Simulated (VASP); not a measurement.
Write the native input for VASP 6.6.1 that does the following.

```
Task                   : single point
Functional             : PBE
Dispersion             : D3(BJ)
Potentials or basis    : VASP PAW PBE potentials, release 64 (Ti_sv, Te)
Cutoff                 : 520 eV
k mesh                 : 15 × 15 × 8
Occupations            : gaussian, width 0.1 eV
Spin                   : no spin polarisation
Dipole correction      : no
Further INCAR settings : ALGO = Fast; EDIFF = 1e-07; NBANDS = 19
```

The structure of TiTe2 (series) lies in POSCAR:

```
TiTe2
1.0
    3.7770000000      0.0000000000      0.0000000000
   -1.8885000000      3.2709779501      0.0000000000
    0.0000000000      0.0000000000      6.4980000000
Ti Te
1 2
Direct
    0.0000000000      0.0000000000      0.0000000000
    0.6666666667      0.3333333333      0.2628000000
    0.3333333333      0.6666666667      0.7372000000
```

One way to write it, as run:

INCAR

```
PREC = Accurate
ENCUT = 520
EDIFF = 1E-7
ISMEAR = 0
SIGMA = 0.1
LREAL = False
LASPH = True
NELM = 100
ALGO = Fast
ISIF = 2
LWAVE = False
LCHARG = False
GGA = PE
IVDW = 12
NBANDS = 19
```

KPOINTS

```
regular mesh
0
Gamma
  15 15 8
```

Potentials or basis: VASP PAW PBE potentials, release 64 (Ti_sv, Te).

Command:

```sh
$ cat potpaw_PBE.64/Ti_sv/POTCAR potpaw_PBE.64/Te/POTCAR > POTCAR
$ mpirun -np 1 vasp_std > vasp.out
```

It gave:

```json
{
 "Pressure": "-2.0 GPa",
 "Largest force": "0.043 eV/Å",
 "Band gap on the k mesh": "none (metal or under the smearing width)",
 "Dispersion energy per atom": "-0.492 eV"
}
```

Wall time 6.7 min on 1 thread of Intel(R) Xeon(R) Platinum 8488C (Sapphire Rapids), on a shared host, peak memory 0.41 GiB.
